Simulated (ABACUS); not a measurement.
Pb under changes of volume

One of the cells (32.418 Å³/atom); the others are scaled copies at fixed shape and fractional positions:

```
Pb
1.0
     3.03861   -1.75032    0.00000
     3.03861    1.75032    0.00000
    -2.11546    0.00000    6.09522
Pb
2
Direct
  0.90851 0.90851 0.72629
  0.09149 0.09149 0.27371
```

This isn't the form of Pb at room conditions, which is fcc.

* Program: ABACUS 3.10.1
* Functional: PBEsol
* Potentials or basis: PseudoDojo NC SR 0.4.1 PBEsol standard
* Cutoff: 857 eV
* Density cutoff: 3429 eV
* Basis: plane waves
* k mesh: 9 × 9 × 5
* Occupations: fermi-dirac, width 0.05 eV
* Spin: no spin polarisation

```csv
volume (Å³/atom),energy over the lowest point (meV/atom),pressure (GPa),largest force (eV/Å)
30.473,1.66,0.9,0.034
31.121,0.00,-0.1,0.064
31.769,2.17,-1.0,0.100
32.418,7.74,-1.7,0.134
33.066,?,?,?
33.714,27.59,-3.1,0.194
34.363,41.23,-3.6,0.221
```

**Question.** What does the run at 33.066 Å³/atom give?

**Answer.** Energy over the lowest point 16.33 meV/atom; pressure -2.4 GPa; largest force 0.165 eV/Å.

Worked out: A Birch-Murnaghan fit of order 3 (a polynomial in V^(-2/3)) to the other rows has its minimum at 31.07 Å³/atom with B0 = V·E''(V) = 46 GPa and B' = 4.8 at fixed shape and positions, which overstates the stiffness. It gives 16.33 meV/atom at 33.066 Å³/atom, against the run's 16.33, and -dE/dV = -2.5 GPa, against -2.4.

Energies are extrapolated to zero smearing.
